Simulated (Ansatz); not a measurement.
Theory: DFT PBE, scalar-relativistic, plane waves, PAW (Ansatz). All cells share a 420 eV cutoff and Γ-centred k meshes spaced at most about 0.3 Å⁻¹ (about 0.25 or finer for metals, 2π included). No spin polarisation.

These are static total energies at zero pressure.

Compare these two cells of Al3Ga3N2, each relaxed at this level.

A.

```
CELL_PARAMETERS angstrom
3.09486 0.00000 0.00000
-1.54743 2.68022 0.00000
0.00000 0.00000 14.48551
ATOMIC_POSITIONS crystal
Al 0.33333 0.66667 0.17374
Al 0.00000 0.00000 0.99817
Al 0.66667 0.33333 0.68039
Ga 0.00000 0.00000 0.35845
Ga 0.33333 0.66667 0.52303
Ga 0.33333 0.66667 0.84438
N 0.00000 0.00000 0.13046
N 0.33333 0.66667 0.30438
```

B.

```
CELL_PARAMETERS angstrom
2.92475 0.00000 0.00000
-1.46237 2.53290 0.00000
0.00000 0.00000 14.36181
ATOMIC_POSITIONS crystal
Al 0.33333 0.66667 0.83399
Al 0.66667 0.33333 0.16601
Al 0.00000 0.00000 0.00000
Ga 0.33333 0.66667 0.32471
Ga 0.00000 0.00000 0.50000
Ga 0.66667 0.33333 0.67529
N 0.66667 0.33333 0.91877
N 0.33333 0.66667 0.08123
```

Question: Which is lower in energy, and by how much?

Answer: B is lower, by 74 meV/atom. A has space group P3m1 (No. 156), 15.0 Å³/atom and no gap on its mesh; B has space group P-3m1 (No. 164), 13.3 Å³/atom and no gap. Counting Al or Ga atoms around N (for each partner element, those within 1.25 times its shortest distance or 1.15 times the sum of covalent radii, where it is the nearest in units of that sum or under 1.3), A has N 4 and B has N 6. The denser one is the lower, and pressure would at first widen the difference. In A, Al on its first site is surrounded by 4 N at 1.89 Å, 9 Al at 3.09–3.11 Å and 3 Ga at 3.22 Å; Ga on its first site is surrounded by 3 N at 1.95 Å, 9 Ga at 2.98–3.09 Å and 3 Al at 3.22 Å; N on its first site is surrounded by 4 Al at 1.89–1.92 Å; 5 more sites not described. In B, Al on a site of symmetry 3m has 3 N at 2.08 Å, 3 Ga at 2.84 Å and 9 Al at 2.92 Å; around Ga on a site of symmetry 3m lie 3 Al at 2.84 Å, 9 Ga at 2.92–3.03 Å and 1 N at 3.50 Å; around N lie 6 Al at 2.05–2.08 Å, 9 N at 2.88–2.92 Å and 1 Ga at 3.50 Å; 2 more sites not described. Both come from invented guesses. The lowest form computed isn't among them: it has space group P3m1 (No. 156), 15.0 Å³/atom and lies 128 meV/atom below the best shown.

Cells relaxed within their symmetry can be saddle points. Some types were kept out of the candidates beforehand, so the set may lack a known form.
